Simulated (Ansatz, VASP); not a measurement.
# Ge in VASP and in Ansatz

```
Ge
1.0
     2.92619    0.00000    0.00000
     1.46310    5.28517    0.00000
     1.46310    0.00000    5.29032
Ge
4
Direct
  0.87002 0.25996 0.00000
  0.87998 0.24004 0.50000
  0.12998 0.74004 0.00000
  0.62002 0.75996 0.50000
```

Alike in both runs: task single point; functional PBE; k mesh 6 × 6 × 6; occupations gaussian, width 0.1 eV; no spin polarisation.

|  | VASP | Ansatz |
| --- | --- | --- |
| version | VASP 6.6.1 | Ansatz 0.2.0 |
| potentials or method | VASP PAW PBE potentials, release 64 (Ge_d) | scalar-relativistic, plane waves, PAW |
| plane-wave cutoff (eV) | 520 | 420 |
| valence electrons in the cell | 56 | 56 |

```tsv
	VASP	Ansatz	Ansatz less VASP
gap on the k mesh at the Fermi level (eV)	none	none	-
pressure (GPa)	-1.4	-1.4	-0.01
largest component of the traceless stress (GPa)	4.38	4.37	-0.008
rms of the force components (eV/Å)	0.126	0.126	+0.0004
```

Atom by atom the forces differ by 0.000 eV/Å (rms over components). A gap of «none» marks a metal or a gap that the smearing closes. The functional is the same, so the differences come from potentials, cutoffs and numerics.

Caveats: the k mesh is coarse (spacing up to 0.38 Å⁻¹), so the values aren't converged.
